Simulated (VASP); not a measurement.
Set up this calculation in VASP 6.6.1, as the native input.

- Task: relaxation of cell and atoms
- Functional: PBE
- Potentials or basis: VASP PAW PBE potentials, release 64 (W)
- Cutoff: 520 eV
- k mesh: 18 × 18 × 18
- Occupations: gaussian, width 0.1 eV
- Spin: no spin polarisation
- Further INCAR settings: ALGO = Fast; EDIFF = 1e-07; IBRION = 2; EDIFFG = -0.002; NSW = 80; ISIF = 3

The structure of W lies in POSCAR:

```
W
1.0
   -1.5823450000      1.5823450000      1.5823450000
    1.5823450000     -1.5823450000      1.5823450000
    1.5823450000      1.5823450000     -1.5823450000
W
1
Direct
    0.0000000000      0.0000000000      0.0000000000
```

The input as run:

INCAR

```
SYSTEM = W
  PREC = Accurate
  ENCUT = 520
  EDIFF = 1E-7
  ISMEAR = 0
  SIGMA = 0.1
  LREAL = .FALSE.
  LASPH = .TRUE.
  NELM = 80
  ALGO = Fast
  ISIF = 3
  LWAVE = .FALSE.
  LCHARG = .FALSE.
  GGA = PE
  IBRION = 2
  NSW = 80
  EDIFFG = -0.002
```

KPOINTS

```
regular mesh
0
G
  18 18 18
  0 0 0
```

Potentials or basis: VASP PAW PBE potentials, release 64 (W).

Command:

```bash
$ cat potpaw_PBE.64/W/POTCAR > POTCAR
$ mpirun -np 1 vasp_std > vasp.out
```

It gave:

The relaxed volume is 15.95 Å³/atom and the relaxed cell is a = 2.747 Å, b = 2.747 Å, c = 2.747 Å, α = 109.47°, β = 109.47°, γ = 109.47°. The space group after relaxing (to 0.05 Å) is Im-3m (No. 229) and the energy gained by relaxing is 0.7 meV/atom. The ionic steps are 3 and the pressure after relaxing is 0.0 GPa. The band gap on the k mesh is none (metal or under the smearing width).

Wall time 29 s on 1 thread of Intel(R) Xeon(R) Platinum 8559C (Emerald Rapids), with other jobs on the host, peak memory 0.15 GiB.
